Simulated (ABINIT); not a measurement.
## Ti in ABINIT: convergence with smearing width

Ti:

```
CELL_PARAMETERS angstrom
0.00000 2.03000 2.03000
2.03000 0.00000 2.03000
2.03000 2.03000 0.00000
ATOMIC_POSITIONS crystal
Ti 0.00000 0.00000 0.00000
```

This isn't the form of Ti at room conditions, which is hcp.

- Program: ABINIT 10.8.3 (patched build)
- Task: single point
- Functional: BLYP
- Potentials or basis: JTH PAW PBE v2.0
- Cutoff: 408 eV
- k mesh: 11 × 11 × 11
- Occupations: gaussian, width 0.272 eV
- Spin: no spin polarisation

These are the settings of the first run; the series varies smearing width, with any setting tied to it.

Hardware: 1 thread of Arm Neoverse V1, on a shared host.

```tsv
smearing width	energy less the tightest run, at zero smearing (meV/atom)	pressure (GPa)	SCF cycles	CPU time (s)	peak memory (GiB)
0.272 eV	6.12	7.51	10	6.8	0.09
0.2 eV	4.03	7.27	11	7.3	0.09
0.136 eV	1.80	7.08	10	6.8	0.09
0.1 eV	0.74	7.00	10	6.7	0.09
0.05 eV	0.03	6.97	10	6.8	0.09
0.025 eV	-0.02	6.97	10	6.8	0.08
0.01 eV	0.00	6.97	10	6.8	0.09
```

Against the tightest run, the energy stays within 1 meV/atom from 0.1 eV on; the pressure stays within 0.1 GPa from 0.1 eV on. Narrower smearing needs a denser k mesh, so at a fixed mesh the narrowest width isn't the most accurate. The tightest run that finished is the yardstick and may itself not be fully converged.

Caveat, for the tightest run too: the PAW data sets were made with another functional, which shifts forces and pressure a little.
